Titanium in its body-centred cubic (bcc) form is compressed and stretched on the computer, and each state is treated with a density functional and without spin polarisation. Because titanium is a metal, the sharp edge between filled and empty levels is blurred over a small energy, the smearing width $\sigma$. This makes the sums over electron states well behaved, at the price of a small energy error. The same width is used at every volume, in the hope that the error drops out when energies are compared.

Ansatz 0.2.0, r2SCAN with plane waves and PAW, scalar-relativistic and without spin polarisation: bcc Ti in the one-atom cell at fixed volumes. Cutoff 500 eV, k mesh 18×18×18, Gaussian smearing of width 0.1 eV. The smearing entropy term is −TS, as it enters the free energy.

```
volume (Å³/atom)  shortest distance (Å)  smearing entropy term (meV/atom)
          15.932                  2.746                            -9.130
          16.695                  2.789                            -9.390
          16.784                  2.794                            -9.460
          17.128                  2.813                            -9.790
          17.604                  2.838                           -10.380
          19.667                  2.945                           -13.140
```

**(a) What does the smearing entropy term measure, and does the error of a fixed width cancel between volumes?**

*Solution.* Let $N$ be the number of electron states per eV and atom near the Fermi level, the energy up to which levels are filled. With Gaussian smearing, a level at a distance $x\sigma$ from the Fermi level contributes $-\sigma e^{-x^2}/(2\sqrt{\pi})$ to the term. If $N$ hardly changes over the width, the sum over levels becomes an integral:

$$
-\frac{\sigma}{2\sqrt{\pi}}\,N\sigma\int_{-\infty}^{\infty} e^{-x^2}\,dx=-\frac{N\sigma^2}{2}.
$$

The term is therefore a gauge of the density of states. It isn't the thermal disorder of a hot metal, since $\sigma$ is a numerical setting and not a temperature. At 17.128 Å³ the term of −9.79 meV gives $N = 2\times0.00979/0.1^2\approx1.96$ states per eV and atom.

The blurring also lifts some electrons to higher levels, which costs $N\sigma^2/4$. Together the two effects leave the free energy $N\sigma^2/4$ below the energy of the unsmeared metal, which is half the size of the tabulated term. If $N$ were the same at every volume, this error would lower the whole curve evenly and do no harm. In the table the term grows in size at every step, from 9.13 to 13.14 meV per atom, so the error doesn't cancel.

**(b) How far does this move the pressure and the equilibrium volume?**

*Solution.* An error that deepens on expansion rewards expansion, and so acts as an extra outward pressure. Its size is half the slope of the term. For the step from 17.128 to 17.604 Å³, which contains the point of zero pressure,

$$
P_\text{smear}\approx\frac{1}{2}\,\frac{(10.38-9.79)\ \text{meV}}{(17.604-17.128)\ \text{Å}^3}\approx0.62\ \text{meV/Å}^3\approx0.10\ \text{GPa}.
$$

Over the same step the computed pressure falls from 0.41 to −2.55 GPa, or by about 6.2 GPa for each Å³. An extra 0.10 GPa thus shifts the zero-pressure volume by about 0.016 Å³, or 0.09 %. That hardly matters for a density. The volume itself belongs to a lattice held in the bcc form, which pure titanium at ordinary pressure adopts only when hot.

The fault is easier to meet when two kinds of result are mixed. The runs also report a width-corrected energy, in which half the entropy term is taken out again to estimate the unsmeared value. Between 17.128 and 17.604 Å³ the slope of the free energy gives −1.10 GPa, while that of the corrected energy gives −1.20 GPa. The mean of the two computed stresses is −1.07 GPa, so the stress belongs to the free energy. Someone who takes energies from one curve and stresses from the other will find a small mismatch that no better fit removes.

Far from equilibrium the tilt shows up in the energies as well. Stretching the crystal from 17.128 to 19.667 Å³ costs 101.3 meV per atom by the free energy and 103.0 meV by the corrected one. The smeared curve makes expansion look slightly too easy.

**(c) Why does the density of states grow, and does band narrowing account for the numbers?**

*Solution.* The states near the Fermi level of titanium are largely 3d states. When the atoms move apart, their d orbitals overlap less and the d band becomes narrower. The band still holds ten electrons per atom, so the same number of states is packed into a smaller range of energy and $N$ rises. In a simple picture of d bands the width falls as the fifth power of the distance, which means that $N$ grows as the volume to the power $5/3$.

Judged by its end points, the table seems to confirm this law. Between the smallest and the largest volume the term grows with a mean exponent of 1.73, close to $5/3$. The rows in between tell another story: the exponent is only 0.6 for the first step and about 2.1 for each of the last two. The mean comes out right because slow growth under compression is balanced by fast growth on expansion.

The same failure appears when the law is made to pass through the row at 17.128 Å³ and is then followed both ways. It gives a term that is too small at both ends, by 5 % of the computed value at the smallest volume and by 6 % at the largest. A wrong exponent would err in opposite directions on the two sides. Errors of the same sign mean that the growth is curved, and no single power can mend that. The output printed below compares this law, and the one for free electrons, with every row.

The free-electron law shows what a neighbouring kind of metal would do. In a simple metal such as aluminium the outer electrons are spread out almost evenly, and $N$ grows only as the volume to the power $2/3$. The tilt of the energy curve should then be gentler. For titanium this law falls 18 % short at the largest volume, as suits a metal whose d band narrows quickly. At the smallest volume it misses by only 2 %, less than the d-band law does, which shows again how slow the growth is under compression.

What bends the curve is probably the shape of the band. Uniform narrowing assumes that the density of states keeps its profile and that the Fermi level stays at the same place in it. In a bcc transition metal this profile has peaks and valleys, and the filling of the band seems to shift with volume: the electron count assigned to the 3d shell falls by about a tenth of an electron between 16.784 and 19.667 Å³. With the filling, the Fermi level can move within the profile, and in the expanded crystal it may lie closer to a peak. Whether it does so would be settled by plotting the density of states around the Fermi level at each volume. A part of the bend could also come from the k mesh. Its points keep their places relative to the cell when the crystal is stretched, so an error of the mesh can change smoothly with volume and pass for physics. No denser mesh was tried, and only that would tell the two apart.

Printed output of the fit:

```
Steps are taken from the row above:
     row  N in states/eV/atom  local exponent in volume  smearing pressure in GPa
  15.932                1.826                       n/a                       n/a
  16.695                1.878                    0.6003                    0.0273
  16.784                1.892                     1.397                   0.06301
  17.128                1.958                      1.69                   0.07685
  17.604                2.076                     2.135                   0.09929
  19.667                2.628                     2.128                    0.1072
Scaling laws against the term:
     row  d-band law in meV  its miss in %  free-electron law in meV  its miss in %
  15.932             -8.677         -4.957                    -9.329          2.177
  16.695             -9.381       -0.09588                    -9.624          2.495
  16.784             -9.464         0.0475                    -9.658          2.098
  17.128              -9.79              0                     -9.79              0
  17.604             -10.25         -1.275                    -9.971         -3.945
  19.667             -12.33         -6.192                    -10.74          -18.3
End-to-end exponent in volume: 1.729
Change of the term over the series, meV/atom: -4.01
Pressure from free energy, 16.784 to 17.128, GPa: 1.579
Pressure from width-corrected energy, 16.784 to 17.128, GPa: 1.5
Mean of the two computed stresses, 16.784 to 17.128, GPa: 1.594
Pressure from free energy, 17.128 to 17.604, GPa: -1.104
Pressure from width-corrected energy, 17.128 to 17.604, GPa: -1.202
Mean of the two computed stresses, 17.128 to 17.604, GPa: -1.07
Zero-pressure volume from the stresses, cubic angstrom: 17.19
Zero-pressure volume without the smearing pressure, cubic angstrom: 17.18
Shift of that volume by smearing, %: 0.09318
Energy above row 17.128 in meV/atom:
     row  free energy  width-corrected energy  free less corrected
  15.932        35.77                   35.44                 0.33
  16.695         5.11                    4.91                  0.2
  16.784         3.39                    3.22                0.165
  17.128            0                       0                    0
  17.604         3.28                    3.57               -0.295
  19.667        101.3                     103               -1.675
```
